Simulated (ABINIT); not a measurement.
Runs of ABINIT 10.8.3 (patched build) on InP. The structure is cubic, space group F-43m (No. 216). Conventional cell: a = 5.861 Å, b = 5.861 Å, c = 5.861 Å, α = 90.00°, β = 90.00°, γ = 90.00°. Around In (site symmetry -43m) lie 4 P at 2.54 Å. Around P (site symmetry -43m) lie 4 In at 2.54 Å. 

```tsv
task	level	potentials or basis	k mesh	cutoff (eV)	smearing	fine-grid cutoff	stop of the response cycle (tolvrs)	acoustic sum rule (asr)	most SCF steps	thinning of the exchange mesh (fockdownsampling)	gap on the mesh (eV)	pressure (GPa)	V0 of scaled cells (Å³/atom)	B0 (GPa)
equation of state	r2SCAN	JTH PAW LDA v2.0 sp	8 × 8 × 8	653	fermi-dirac 0.05 eV	1251.72 eV	-	-	-	-	-	-	(a)	(c)
equation of state	PBE	PseudoDojo NC SR PBE v0.5 standard	8 × 8 × 8	952	fermi-dirac 0.05 eV	-	-	-	-	-	-	-	26.48	60
equation of state	PBE	PseudoDojo NC SR PBE v0.5 stringent	8 × 8 × 8	1116	fermi-dirac 0.05 eV	-	-	-	-	-	-	-	26.47	60
dielectric tensor	PBE	PseudoDojo NC SR PBE v0.4.1 standard	4 × 4 × 4, with 4 shifts	952	fixed	-	1e-09	2	-	-	-	3.4	-	-
equation of state	PBE	Ansatz NC PBE	8 × 8 × 8	952	fermi-dirac 0.05 eV	-	-	-	-	-	-	-	26.48	60
single point	PBE	PseudoDojo NC SR PBE v0.4.1 standard	6 × 6 × 6	952	fermi-dirac 0.05 eV	-	-	-	-	-	0.71	3.4	-	-
equation of state	PBE	PseudoDojo NC SR PBE v0.4.1 standard	8 × 8 × 8	952	fermi-dirac 0.05 eV	-	-	-	-	-	-	-	26.48	60
equation of state	PBE	SG15 NC PBE v1.2	8 × 8 × 8	952	fermi-dirac 0.05 eV	-	-	-	-	-	-	-	26.53	59
equation of state	PBE	PseudoDojo NC SR PBE v0.4 stringent	8 × 8 × 8	1116	fermi-dirac 0.05 eV	-	-	-	-	-	-	-	26.47	60
single point	PBE-EpsX	SPMS NC PBE v1.0	6 × 6 × 6	490	fixed	-	-	-	60	2 × 2 × 2	1.23	-	-	-
equation of state	BP86+D2	JTH PAW PBE v2.0	8 × 8 × 8	599	fermi-dirac 0.05 eV	1197.3 eV	-	-	-	-	-	-	(b)	68
```

Alike in all rows: no spin polarisation; cell as given.

Task: Fill in the values left out.

Result: (a) 26.34; (b) 24.41; (c) 72.

Caveats: pressures at fixed basis lie under the slope of the energies (some runs); the PAW data sets were made with another functional, which shifts forces and pressure a little (some runs); spin-orbit coupling is left out, which moves the levels of the heavy elements (some runs); this set keeps more shells in the core, which shifts pressures and gaps (some runs); the cell is more than 3 GPa from zero pressure, which shifts response properties (some runs); exact exchange is summed on a coarse mesh, which widens gaps by tenths of an eV (some runs); the potentials were made for another functional, which shifts forces and pressure (some runs).

A k mesh can miss the band edges, and the runs leave out spin-orbit coupling on In.
